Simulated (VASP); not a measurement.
KBr, 32 atoms in the cell. The structure is cubic, space group Fm-3m (No. 225). Conventional cell: a = 6.700 Å, b = 6.700 Å, c = 6.700 Å, α = 90.00°, β = 90.00°, γ = 90.00°. K (site symmetry m-3m) is surrounded by 6 Br at 3.35 Å. Br (site symmetry m-3m) is surrounded by 6 K at 3.35 Å. The cell is a database's computed one. The cell isn't the ideal one: the perfect crystal in a cell of 32 atoms.

- Program: VASP 6.6.1
- Task: single point
- Functional: PBE
- Potentials or basis: VASP PAW PBE potentials, release 64 (K_sv, Br)
- Cutoff: 520 eV
- k mesh: 2 × 2 × 2, shifted
- Occupations: gaussian, width 0.01 eV
- Spin: no spin polarisation
- Dipole correction: no
- Further INCAR settings: LREAL = Auto; ALGO = Fast; EDIFF = 1e-06; NBANDS = 150

Potentials or basis: VASP PAW PBE potentials, release 64 (K_sv, Br).

Launch:

```bash
$ cat potpaw_PBE.64/K_sv/POTCAR potpaw_PBE.64/Br/POTCAR > POTCAR
$ mpirun -np 1 vasp_std > vasp.out
```

Hardware: 1 thread of Intel(R) Xeon(R) Platinum 8488C (Sapphire Rapids), with other jobs on the host.

Problem. How long does it take, and how much memory?

Solution. It took 19 min on 1 thread of Intel(R) Xeon(R) Platinum 8488C (Sapphire Rapids), on a shared host, peak memory 1.4 GiB. Counts: scf iterations 23, k points 2.
